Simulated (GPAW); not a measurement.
Gd in GPAW: convergence with plane-wave cutoff (eV)

Gd:

```
Gd
1.0
    -2.02500    2.02500    2.02500
     2.02500   -2.02500    2.02500
     2.02500    2.02500   -2.02500
Gd
1
Cartesian
  0.0000 0.0000 0.0000
```

This isn't the form of Gd at room conditions, which is hcp.

```yaml
Program: GPAW 26.7.0
Task: convergence study
Functional: r2SCAN
Potentials_or_basis: GPAW PAW data sets (gpaw-data 1.2.1)
Cutoff: 300 eV
Basis: pw
k_mesh: 7 × 7 × 7
Occupations: fermi-dirac, width 0.05 eV
Spin: collinear spin, ferromagnetic start
Starting_moments: "[7.0] μB"
```

These are the settings of the first run; the series varies plane-wave cutoff (eV), with any setting tied to it.

Hardware: 1 thread of Arm Neoverse V1, on a shared host.

| plane-wave cutoff (eV) | energy less the tightest run, at zero smearing (meV/atom) | pressure (GPa) | largest site moment (μB) | SCF cycles | CPU time (s) | peak memory (GiB) |
| --- | --- | --- | --- | --- | --- | --- |
| 300 | 308.10 | -0.78 | 7.12 | 20 | 53 | 0.9 |
| 350 | 239.88 | -1.25 | 7.13 | 20 | 54 | 0.9 |
| 400 | 151.04 | -1.62 | 7.14 | 20 | 100 | 0.91 |
| 500 | 39.73 | 0.13 | 7.14 | 20 | 86 | 0.92 |
| 600 | 27.28 | 0.63 | 7.14 | 20 | 89 | 0.93 |
| 700 | 13.96 | 0.45 | 7.14 | 20 | 190 | 0.95 |
| 800 | 5.18 | 0.69 | 7.14 | 20 | 190 | 0.96 |
| 1000 | 2.34 | 0.67 | 7.14 | 20 | 280 | 0.99 |
| 1200 | 0.00 | 0.74 | 7.14 | 20 | 380 | 1 |

Against the tightest run, the pressure stays within 0.1 GPa from 800 on; the largest site moment stays within 0.02 μB from 350 on. Not settled before the last step: the energy (to 1 meV/atom). The tightest run that finished is the yardstick and may itself not be fully converged.

Caveat, for the tightest run too: one-centre terms of the f shell are cut off; the PAW data sets were made with another functional, which shifts forces and pressure a little. The state reached can hang on the start; a lower one may exist.
